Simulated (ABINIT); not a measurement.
Runs of ABINIT 10.8.3 (patched build) on CdSe. It takes space group F-43m (No. 216, cubic). The conventional cell has a = 6.141 Å, b = 6.141 Å, c = 6.141 Å, α = 90.00°, β = 90.00°, γ = 90.00°. Cd (site symmetry -43m) is surrounded by 4 Se at 2.66 Å. Around Se (site symmetry -43m) lie 4 Cd at 2.66 Å. Measurements of this composition are mostly on another form, of space group No. 186.

```csv
task,level,potentials or basis,k mesh,cutoff (eV),smearing,fine-grid cutoff,most SCF steps,mesh quality,gap on the mesh (eV),pressure (GPa),V0 of scaled cells (Å³/atom),B0 (GPa)
equation of state,PBE+D3,JTH PAW PBE v2.0,8 × 8 × 8,463,fermi-dirac 0.05 eV,925.187 eV,-,not flagged,-,-,28.54,50
single point,HSE06,SG15 NC PBE v1.2,3 × 3 × 3,1279,fixed,-,60,coarse,1.26,0.3,-,-
single point,PBEsol,JTH PAW PBE v2.0,6 × 6 × 6,463,fermi-dirac 0.05 eV,925.187 eV,-,not flagged,0.41,-,-,-
single point,PBE0,SG15 NC PBE v1.2,3 × 3 × 3,1279,fixed,-,60,coarse,(c),0.5,-,-
band structure,OLYP,JTH PAW PBE v2.0,8 × 8 × 8,463,fermi-dirac 0.05 eV,925.187 eV,-,not flagged,(a),-,-,-
single point,PBEsol,JTH PAW PBE v2.0,3 × 3 × 3,463,fermi-dirac 0.05 eV,925.187 eV,-,coarse,0.37,-,-,-
single point,HSE06,SPMS NC PBE v1.0,3 × 3 × 3,1034,fixed,-,60,coarse,1.42,-0.4,-,-
equation of state,revPBE+D3,JTH PAW PBE v2.0,8 × 8 × 8,463,fermi-dirac 0.05 eV,925.187 eV,-,not flagged,-,-,(b),(d)
single point,PBEsol,JTH PAW PBE v2.0,5 × 5 × 5,463,fermi-dirac 0.05 eV,925.187 eV,-,not flagged,0.41,-,-,-
band structure,PBEsol,JTH PAW PBE v2.0,8 × 8 × 8,463,fermi-dirac 0.05 eV,925.187 eV,-,not flagged,0.42,-,-,-
equation of state,PBE+D3(BJ),JTH PAW PBE v2.0,8 × 8 × 8,463,fermi-dirac 0.05 eV,925.187 eV,-,not flagged,-,-,28.56,50
```

Alike in all rows: no spin polarisation; cell as given.

Q: Estimate the missing entries.

A: (a) 1.01; (b) 28.19; (c) 2.06; (d) 51.

Caveats: some runs use coarse meshes; the PAW data sets were made with another functional, which shifts forces and pressure a little (some runs); an odd mesh through Γ misses points on the zone boundary, where band edges often lie (some runs); pressures at fixed basis lie under the slope of the energies (some runs); exact exchange is summed on a coarse mesh, which widens gaps by tenths of an eV (some runs); the potentials were made for another functional, which shifts forces and pressure (some runs); Libxc's HSE differs a little from that of other programs (some runs).

A k mesh can miss the band edges, and the runs leave out spin-orbit coupling on Cd, Se.

Not every run made on this cell is shown here.
